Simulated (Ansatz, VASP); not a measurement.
This is a calculation of SiC (Moissanite 3C) for VASP 6.6.1.

Contents of INCAR:

```
SYSTEM = SiC
PREC = Accurate
ENCUT = 520
EDIFF = 1E-6
ISMEAR = 0
SIGMA = 0.013000000000000001
LREAL = .False.
LASPH = .True.
NELM = 100
ALGO = Normal
ISIF = 2
LWAVE = .False.
LCHARG = .False.
GGA = PE
NBANDS = 11
```

KPOINTS

```
regular mesh
0
Gamma
  10 10 10
  0 0 0
```

File POSCAR:

```
SiC
1.0
    0.0000000000      2.1790000000      2.1790000000
    2.1790000000      0.0000000000      2.1790000000
    2.1790000000      2.1790000000      0.0000000000
Si C
1 1
Direct
    0.0000000000      0.0000000000      0.0000000000
    0.7500000000      0.7500000000      0.7500000000
```

Potentials or basis: VASP PAW PBE potentials, release 64 (Si, C).

Command:

```bash
$ cat potpaw_PBE.64/Si/POTCAR potpaw_PBE.64/C/POTCAR > POTCAR
$ mpirun -np 1 vasp_std > vasp.out
```

Translate it to Ansatz 0.2.0. Potentials there: Ansatz PAW.

As run (the cutoff follows the program's own potentials):

input.yaml

```yaml
crystal:
  lattice:
    - [0.0, 2.179, 2.179]
    - [2.179, 0.0, 2.179]
    - [2.179, 2.179, 0.0]
  atoms:
    - { symbol: Si, position: [0.0, 0.0, 0.0] }
    - { symbol: C, position: [0.75, 0.75, 0.75] }
hamiltonian:
  xc: pbe
  pseudopotentials: { kind: paw }
kpoints:
  mp_grid: { grid: [10, 10, 10] }
scf:
  occupations: { method: gaussian, width: 0.013 }
output:
  forces: true
  stress: true
  eigenvalues: true
```

Potentials or basis: Ansatz PAW.

The run is started by

```console
$ ansatz run input.yaml --threads 2 --pin off --max-ram 5632MiB --backend cpu --events-out ev --progress --plain --runs-dir out
```

Both were run:

|  | VASP | Ansatz | Ansatz less VASP |
| --- | --- | --- | --- |
| gap on the k mesh at the Fermi level (eV) | 1.36 | 1.36 | +0.003 |
| least direct gap on the mesh (eV) | 4.54 | 4.55 | +0.004 |
| pressure (GPa) | 3.2 | 3.3 | +0.06 |

A k mesh can miss the band edges.
